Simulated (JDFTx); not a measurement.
# Si (P6_3/mmc) in JDFTx: convergence with energy threshold

Aim: find how far energy threshold must go before the results for Si settle, at PBE. This setting moves, with any that are tied to it; all else stays.

Everything below comes from runs of JDFTx 1.7.0 (patched build). Logs are shortened: lines on timing, memory, paths and dates and some standing lists are left out, and cuts for length are marked. The log counts tension as positive stress, the text compression.

### 1 Starting point

Symmetry: P6_3/mmc, No. 194, hexagonal system. Conventional cell: a = 3.831 Å, b = 3.831 Å, c = 6.333 Å, α = 90.00°, β = 90.00°, γ = 120.00°. Si (site symmetry 3m) is surrounded by 4 Si at 2.35 to 2.37 Å.

This isn't the form of Si at room conditions, which is diamond.

### 2 With energy threshold 0.001 Ha

Contents of Si.in:

```
lattice \
    7.2401406968    -3.6200703485     0.0000000000 \
    0.0000000000     6.2701457705     0.0000000000 \
    0.0000000000     0.0000000000    11.9669212312
coords-type Lattice
ion Si     0.6666666667     0.3333333333     0.9369905000 1
ion Si     0.3333333333     0.6666666667     0.4369905000 1
ion Si     0.6666666667     0.3333333333     0.5630095000 1
ion Si     0.3333333333     0.6666666667     0.0630095000 1

ion-species pseudo/Si.upf
elec-cutoff 40 320
elec-ex-corr gga-PBE
kpoint-folding 8 8 4
elec-smearing Fermi 0.0018374661
elec-n-bands 14
electronic-SCF nIterations 100 energyDiffThreshold 0.001
electronic-minimize nIterations 30 energyDiffThreshold 1e-7
forces-output-coords Cartesian

dump-name run.$VAR
dump End Ecomponents EigStats BandEigs Kpoints Forces Stress
```

Potentials or basis: SPMS-PBE-1.0 with smoothed tails.

Started as:

```sh
jdftx -c 1 -i Si.in -o Si.out
```

It took 77 s on 1 thread of Arm Neoverse V2, shared host; peak memory 0.36 GiB.

Results:

```yaml
Free_energy: -430.8739 eV
Pressure: 1.3 GPa
Largest_force: 0.010 eV/Å
Band_gap_on_the_k_mesh: 0.42 eV, indirect (least direct gap 1.02 eV)
```

### 3 With energy threshold 0.0001 Ha

Si.in, as its differences from that of step 2:

```diff
@@ -16,3 +16,3 @@
 elec-n-bands 14
-electronic-SCF nIterations 100 energyDiffThreshold 0.001
+electronic-SCF nIterations 100 energyDiffThreshold 0.0001
 electronic-minimize nIterations 30 energyDiffThreshold 1e-7
```

Potentials or basis: SPMS-PBE-1.0 with smoothed tails.

Started as:

```sh
jdftx -c 1 -i Si.in -o Si.out
```

Run time: 77 s. Hardware: 1 thread of Arm Neoverse V2, shared host; peak memory 0.36 GiB.

Results:

* Free energy: -430.8739 eV
* Pressure: 1.3 GPa
* Largest force: 0.010 eV/Å
* Band gap on the k mesh: 0.42 eV, indirect (least direct gap 1.02 eV)

### 4 With energy threshold 1e-05 Ha

Si.in, as its differences from that of step 3:

```diff
@@ -16,3 +16,3 @@
 elec-n-bands 14
-electronic-SCF nIterations 100 energyDiffThreshold 0.0001
+electronic-SCF nIterations 100 energyDiffThreshold 1e-05
 electronic-minimize nIterations 30 energyDiffThreshold 1e-7
```

Started as:

```sh
jdftx -c 1 -i Si.in -o Si.out
```

Run time: 90 s. Hardware: 1 thread of Arm Neoverse V2, shared host; peak memory 0.37 GiB.

Results:

| Item | Value |
| --- | --- |
| Free energy | -430.8740 eV |
| Pressure | 1.4 GPa |
| Largest force | 0.007 eV/Å |
| Band gap on the k mesh | 0.42 eV, indirect (least direct gap 1.02 eV) |

### 5 With energy threshold 1e-06 Ha

Si.in, as its differences from that of step 4:

```diff
@@ -16,3 +16,3 @@
 elec-n-bands 14
-electronic-SCF nIterations 100 energyDiffThreshold 1e-05
+electronic-SCF nIterations 100 energyDiffThreshold 1e-06
 electronic-minimize nIterations 30 energyDiffThreshold 1e-7
```

Started as:

```sh
jdftx -c 1 -i Si.in -o Si.out
```

It took 98 s on 1 thread of Arm Neoverse V2, shared host; peak memory 0.37 GiB.

What came out:

```yaml
Free_energy: -430.8740 eV
Pressure: 1.4 GPa
Largest_force: 0.006 eV/Å
Band_gap_on_the_k_mesh: 0.42 eV, indirect (least direct gap 1.02 eV)
```

### 6 With energy threshold 1e-07 Ha

Si.in, as its differences from that of step 5:

```diff
@@ -16,3 +16,3 @@
 elec-n-bands 14
-electronic-SCF nIterations 100 energyDiffThreshold 1e-06
+electronic-SCF nIterations 100 energyDiffThreshold 1e-07
 electronic-minimize nIterations 30 energyDiffThreshold 1e-7
```

Potentials or basis: SPMS-PBE-1.0 with smoothed tails.

Started as:

```sh
jdftx -c 1 -i Si.in -o Si.out
```

Wall time 1.9 min (1 thread of Arm Neoverse V2, shared host); peak memory 0.37 GiB.

Results (log left out):

```
Free energy            : -430.8740 eV
Pressure               : 1.4 GPa
Largest force          : 0.007 eV/Å
Band gap on the k mesh : 0.42 eV, indirect (least direct gap 1.02 eV)
```

### 7 With energy threshold 1e-08 Ha

Si.in, as its differences from that of step 6:

```diff
@@ -16,3 +16,3 @@
 elec-n-bands 14
-electronic-SCF nIterations 100 energyDiffThreshold 1e-07
+electronic-SCF nIterations 100 energyDiffThreshold 1e-08
 electronic-minimize nIterations 30 energyDiffThreshold 1e-7
```

Started as:

```sh
jdftx -c 1 -i Si.in -o Si.out
```

It took 2.2 min on 1 thread of Arm Neoverse V2, shared host; peak memory 0.37 GiB.

Results (log left out):

```yaml
Free_energy: -430.8740 eV
Pressure: 1.4 GPa
Largest_force: 0.007 eV/Å
Band_gap_on_the_k_mesh: 0.42 eV, indirect (least direct gap 1.02 eV)
```

### 8 With energy threshold 1e-10 Ha

Si.in, as its differences from that of step 7:

```diff
@@ -16,3 +16,3 @@
 elec-n-bands 14
-electronic-SCF nIterations 100 energyDiffThreshold 1e-08
+electronic-SCF nIterations 100 energyDiffThreshold 1e-10
 electronic-minimize nIterations 30 energyDiffThreshold 1e-7
```

Potentials or basis: SPMS-PBE-1.0 with smoothed tails.

Started as:

```sh
jdftx -c 1 -i Si.in -o Si.out
```

Standard output:

```text
*************** JDFTx 1.7.0 (patched build) ***************

Input parsed successfully to the following command list (including defaults):
[... the input with its defaults ...]

---------- Setting up symmetries ----------

Found 24 point-group symmetries of the bravais lattice
Found 24 space-group symmetries with basis
Applied RMS atom displacement 4.1801e-10 bohrs to make symmetries exact.

---------- Initializing the Grid ----------
R =
[      7.24014     -3.62007            0  ]
[            0      6.27015            0  ]
[            0            0      11.9669  ]
unit cell volume = 543.259
G =
[   0.867826    0.50104         -0  ]
[          0    1.00208          0  ]
[          0         -0   0.525046  ]
Minimum fftbox size, Smin = [  60  60  100  ]
Chosen fftbox size, S = [  60  60  100  ]

---------- Initializing tighter grid for wavefunction operations ----------
R =
[      7.24014     -3.62007            0  ]
[            0      6.27015            0  ]
[            0            0      11.9669  ]
unit cell volume = 543.259
G =
[   0.867826    0.50104         -0  ]
[          0    1.00208          0  ]
[          0         -0   0.525046  ]
Minimum fftbox size, Smin = [  44  44  72  ]
Chosen fftbox size, S = [  48  48  72  ]

---------- Exchange Correlation functional ----------
Initalized PBE GGA exchange.
Initalized PBE GGA correlation.

---------- Setting up pseudopotentials ----------
Width of ionic core gaussian charges (only for fluid interactions / plotting) set to 0

Reading pseudopotential file 'pseudo/Si.upf':
  'Si' pseudopotential, 'PBE' functional
  Generated using ONCVPSP code by D. R. Hamann
  4 valence electrons, 2 orbitals, 6 projectors, 1001 radial grid points, with lMax = 2
    3S    l: 0   occupation:  2.0   eigenvalue: -0.397365
[... 48 lines left out ...]
SCF: Cycle:  5   F: -15.834325827307243   dF: -1.714e-06   |Residual|: 4.725e-04   |deigs|: 2.143e-04
	FillingsUpdate:  mu: +0.243449060  nElectrons: 16.000000
SCF: Cycle:  6   F: -15.834326391914843   dF: -5.646e-07   |Residual|: 7.624e-05   |deigs|: 1.692e-04
	FillingsUpdate:  mu: +0.243461254  nElectrons: 16.000000
SCF: Cycle:  7   F: -15.834326638074899   dF: -2.462e-07   |Residual|: 4.924e-05   |deigs|: 1.345e-04
[... 5 lines left out ...]
SCF: Cycle: 10   F: -15.834326775615381   dF: -1.474e-08   |Residual|: 2.105e-06   |deigs|: 1.072e-04
	FillingsUpdate:  mu: +0.243453854  nElectrons: 16.000000
SCF: Cycle: 11   F: -15.834326783109969   dF: -7.495e-09   |Residual|: 1.938e-06   |deigs|: 9.719e-05
	FillingsUpdate:  mu: +0.243453633  nElectrons: 16.000000
SCF: Cycle: 12   F: -15.834326785994595   dF: -2.885e-09   |Residual|: 5.666e-07   |deigs|: 7.567e-05
	FillingsUpdate:  mu: +0.243453734  nElectrons: 16.000000
SCF: Cycle: 13   F: -15.834326787481412   dF: -1.487e-09   |Residual|: 1.958e-06   |deigs|: 7.317e-05
	FillingsUpdate:  mu: +0.243453648  nElectrons: 16.000000
SCF: Cycle: 14   F: -15.834326788059890   dF: -5.785e-10   |Residual|: 1.064e-06   |deigs|: 5.562e-05
	FillingsUpdate:  mu: +0.243453521  nElectrons: 16.000000
SCF: Cycle: 15   F: -15.834326788396641   dF: -3.368e-10   |Residual|: 3.915e-07   |deigs|: 1.712e-04
	FillingsUpdate:  mu: +0.243453593  nElectrons: 16.000000
SCF: Cycle: 16   F: -15.834326788495654   dF: -9.901e-11   |Residual|: 9.081e-07   |deigs|: 1.317e-04
	FillingsUpdate:  mu: +0.243453631  nElectrons: 16.000000
SCF: Cycle: 17   F: -15.834326788551721   dF: -5.607e-11   |Residual|: 1.367e-06   |deigs|: 5.644e-05
SCF: Converged (|Delta E|<1.000000e-10 for 2 iters).

Setting wave functions to eigenvectors of Hamiltonian

# Stress tensor in Cartesian coordinates [Eh/a0^3]:
[ -4.66847e-05            0            0  ]
[            0 -4.66847e-05            0  ]
[            0            0 -4.55477e-05  ]

# Ionic positions in lattice coordinates:
ion Si   0.666666666666667   0.333333333333333   0.936990500000000 1
ion Si   0.333333333333333   0.666666666666667   0.436990500000000 1
ion Si   0.666666666666667   0.333333333333333   0.563009500000000 1
ion Si   0.333333333333333   0.666666666666667   0.063009500000000 1

# Forces in Cartesian coordinates:
force Si  -0.000000000000000  -0.000000000000000   0.000127958897925 1
force Si   0.000000000000000   0.000000000000000   0.000127958897925 1
force Si  -0.000000000000000  -0.000000000000000  -0.000127958897925 1
force Si   0.000000000000000  -0.000000000000000  -0.000127958897925 1

# Energy components:
   Eewald =      -16.7450768357267918
       EH =        1.1213252305456196
     Eloc =       -3.5622354298219165
      Enl =        2.3161786022366613
      Exc =       -6.1238013736813066
 Exc_core =        1.0372973142253044
       KE =        6.1219919295376215
-------------------------------------
     Etot =      -15.8343205626848089
       TS =        0.0000062258669125
-------------------------------------
        F =      -15.8343267885517207

IonicMinimize: Iter:   0  F: -15.834326788551721  |grad|_K:  7.388e-05
IonicMinimize: Converged (|grad|_K<1.000000e-04).

#--- Lowdin population analysis ---
# oxidation-state Si +0.037 +0.037 +0.037 +0.037

Dumping 'run.eigStats' ...
	eMin: -0.211927 at state 0 ( [ +0.000000 +0.000000 +0.000000 ] spin 0 )
	HOMO: +0.236281 at state 0 ( [ +0.000000 +0.000000 +0.000000 ] spin 0 )
	mu  : +0.243454
	LUMO: +0.251595 at state 12 ( [ +0.000000 +0.500000 +0.000000 ] spin 0 )
	eMax: +0.472103 at state 22 ( [ +0.125000 +0.375000 +0.250000 ] spin 0 )
	HOMO-LUMO gap: +0.015314
	Optical gap  : +0.037542 at state 0 ( [ +0.000000 +0.000000 +0.000000 ] spin 0 )
Done!
```

Wall time 2.9 min (1 thread of Arm Neoverse V2, shared host); peak memory 0.36 GiB.

Results:

- Free energy: -430.8740 eV
- Pressure: 1.4 GPa
- Largest force: 0.007 eV/Å
- Band gap on the k mesh: 0.42 eV, indirect (least direct gap 1.02 eV)

### 9 Summary

| energy threshold | energy less the tightest run, at zero smearing (meV/atom) | pressure (GPa) | largest force (eV/Å) | SCF cycles | CPU time (s) | peak memory (GiB) |
| --- | --- | --- | --- | --- | --- | --- |
| 0.001 Ha | 0.02 | 1.28 | 0.010 | 5 | 77 | 0.36 |
| 0.0001 Ha | 0.02 | 1.28 | 0.010 | 5 | 77 | 0.36 |
| 1e-05 Ha | 0.00 | 1.36 | 0.007 | 7 | 90 | 0.37 |
| 1e-06 Ha | 0.00 | 1.37 | 0.006 | 8 | 98 | 0.37 |
| 1e-07 Ha | 0.00 | 1.36 | 0.007 | 10 | 110 | 0.37 |
| 1e-08 Ha | 0.00 | 1.36 | 0.007 | 13 | 130 | 0.37 |
| 1e-10 Ha | 0.00 | 1.36 | 0.007 | 18 | 170 | 0.36 |

Against the tightest run, the energy stays within 1 meV/atom from 0.001 Ha on; the pressure stays within 0.1 GPa from 0.001 Ha on; the largest force stays within 0.005 eV/Å from 0.001 Ha on. The tightest run that finished is the yardstick and may itself not be fully converged.
